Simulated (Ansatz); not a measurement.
WS2 (fluorite), 3 atoms and 26 valence electrons in a cell of about 50 Å³, was run 5 times in Ansatz, each time on 2 threads of Intel(R) Xeon(R) 6975P-C (Granite Rapids), on a shared host.

```
                 run  k mesh  irreducible k  cutoff (eV)  plane waves  bands  SCF iterations  wall time  peak host memory (GiB)
     relaxation, PBE   6×6×6             16          420          965     17              45          ?                       ?
  relaxation, r2SCAN   8×8×8             29          500         1243     17              21          ?                       ?
          bands, PBE   8×8×8             29          420          941     17               6      1.2 s                    0.38
single point, r2SCAN   8×8×8             29          500         1243     17               7      2.7 s                    0.53
 single point, HSE06   6×6×6             16          420          941     17              19       25 s                     1.6
```

Q: Estimate the missing times and memories.

A:
```tsv
run	wall time	peak host memory (GiB)
relaxation, PBE	4.6 s	0.41
relaxation, r2SCAN	6.3 s	0.56
```
